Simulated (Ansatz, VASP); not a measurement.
**Two plane-wave programs on Sb**

```
CELL_PARAMETERS angstrom
3.16000 0.00000 0.00000
0.00000 3.16000 0.00000
0.00000 0.00000 3.16000
ATOMIC_POSITIONS crystal
Sb 0.00000 0.00000 0.00000
```

This isn't the form of Sb at room conditions, which is rhombohedral.

Alike in both runs: task single point; functional PBE; k mesh 8 × 8 × 8; occupations gaussian, width 0.027 eV; no spin polarisation.

|  | VASP | Ansatz |
| --- | --- | --- |
| version | VASP 6.6.1 | Ansatz 0.2.0 |
| potentials or method | VASP PAW PBE potentials, release 64 (Sb) | Ansatz PAW |
| plane-wave cutoff (eV) | 520 | 420 |
| valence electrons in the cell | 5 | 15 |

```csv
,VASP,Ansatz,Ansatz less VASP
gap on the k mesh at the Fermi level (eV),none,none,-
pressure (GPa),-2.3,-2.3,+0.04
```

A gap of «none» marks a metal or a gap that the smearing closes. With one functional, cell and mesh, what is left measures potentials, basis and numerics. The two sets of potentials don't hold the same shells in valence.

Spin-orbit coupling is left out, which matters for the levels of Sb.
